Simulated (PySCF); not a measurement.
Molecule: acetone (CC(C)=O, C$_{3}$H$_{6}$O).

Geometry:
```tsv
atom	x (Å)	y (Å)	z (Å)
C1	-1.220	-0.089	-0.382
C2	-0.105	0.030	0.630
C3	1.301	0.059	0.079
O4	-0.325	0.095	1.815
H5	-1.152	-1.059	-0.901
H6	-1.136	0.692	-1.153
H7	-2.190	-0.015	0.125
H8	2.022	0.090	0.905
H9	1.490	-0.824	-0.552
H10	1.438	0.944	-0.563
```

Geometry PBE0-D3(BJ)/def2-SVP throughout; GIAO in PySCF 2.14, gas phase, one conformer, non-relativistic; equivalent atoms averaged; functional PBE0.

Problem. How do the shifts δ (against TMS, H2O at the same level) depend on the basis set? (ppm; last column core-seconds on shared hosts with different chips, so compare them loosely)

Solution. 
```csv
basis set,functions,C2,C1/C3,O4,H5/H6/H7/H8/H9/H10,core-s
STO-3G,26,133.8,27.5,634.6,2.09,2.7
6-31G,48,197.3,30.8,676.1,2.26,5.2
pcSseg-0,48,219.3,35.0,799.6,2.41,4.2
6-31G*,68,191.6,28.6,629.9,1.93,6.4
def2-SVP,86,198.2,28.5,665.9,1.88,7.7
cc-pVDZ,86,198.4,29.6,661.2,1.89,7.5
pcSseg-1,98,206.2,31.2,706.3,2.03,5.3
"6-311+G(2d,p)",144,206.5,30.2,660.7,2.05,16
aug-cc-pVDZ,146,201.6,29.5,628.6,2.15,15
def2-TZVP,160,208.0,30.6,674.8,2.02,18
IGLO-III,200,213.1,31.3,678.8,2.08,21
cc-pVTZ,204,205.4,30.4,675.5,2.03,23
pcSseg-2,228,214.6,31.7,683.1,2.07,15
```

Problem. Which nucleus moves most, in ppm?

Solution. O4 (ketone oxygen): from 628.6 ppm with aug-cc-pVDZ to 799.6 ppm with pcSseg-0. The smallest spread is 0.53 ppm, at H5/H6/H7/H8/H9/H10. Proton shifts span only some 12 ppm, so a few tenths of a ppm matter as much there as several ppm in carbon.

Problem. Taking the largest basis, pcSseg-2 (228 functions), as the yardstick, rank the others by their worst heavy-atom deviation.

Solution. IGLO-III 4.4 ppm (200 functions), def2-TZVP 8.3 ppm (160 functions), cc-pVTZ 9.2 ppm (204 functions), def2-SVP 17.2 ppm (86 functions), 6-31G 17.3 ppm (48 functions), cc-pVDZ 21.9 ppm (86 functions), 6-311+G(2d,p) 22.4 ppm (144 functions), pcSseg-1 23.2 ppm (98 functions), 6-31G* 53.3 ppm (68 functions), aug-cc-pVDZ 54.5 ppm (146 functions), STO-3G 80.8 ppm (26 functions), pcSseg-0 116.4 ppm (48 functions).

A small basis that lands close on one nucleus may do so by chance; judge by the trend and by all nuclei.
